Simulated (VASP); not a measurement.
Write the native input for VASP 6.6.1 that does the following.

```yaml
Task: single point
Functional: LDA
Potentials_or_basis: VASP PAW LDA potentials, release 64 (Ti_sv, Te)
Cutoff: 300 eV
k_mesh: 4 × 4 × 2
Occupations: fermi-dirac, width 0.05 eV
Spin: no spin polarisation
Further_INCAR_settings: ALGO = Normal; EDIFF = 1e-07
```

The structure of TiTe2 lies in POSCAR:

```
TiTe2
1.0
    3.7770000000      0.0000000000      0.0000000000
   -1.8885000000      3.2709779501      0.0000000000
    0.0000000000      0.0000000000      6.4980000000
Ti Te
1 2
Direct
    0.0000000000      0.0000000000      0.0000000000
    0.6666666667      0.3333333333      0.2628000000
    0.3333333333      0.6666666667      0.7372000000
```

These files were run (other wordings do the same):

INCAR

```
SYSTEM = TiTe2
ALGO = Normal
EDIFF = 1E-7
ENCUT = 300
GGA = CA
ISIF = 2
ISMEAR = -1
KPAR = 4
LASPH = .True.
LCHARG = .False.
LREAL = .False.
LWAVE = .False.
NELM = 80
PREC = Accurate
SIGMA = 0.05
```

KPOINTS

```
k-points
0
Gamma
  4 4 2
  0 0 0
```

Potentials or basis: VASP PAW LDA potentials, release 64 (Ti_sv, Te).

The run is started by

```bash
$ cat potpaw_LDA.64/Ti_sv/POTCAR potpaw_LDA.64/Te/POTCAR > POTCAR
$ mpirun -np 4 vasp_std > vasp.out
```

Results of the run:

```yaml
Largest_force: 0.291 eV/Å
Band_gap_on_the_k_mesh: none (metal or under the smearing width)
```

Caveat: the k mesh is coarse (spacing up to 0.48 Å⁻¹), so the values aren't converged.

Run time: 3.1 s on 4 MPI ranks on Intel(R) Xeon(R) Platinum 8488C (Sapphire Rapids) (shared host), peak memory 0.12 GiB a rank.
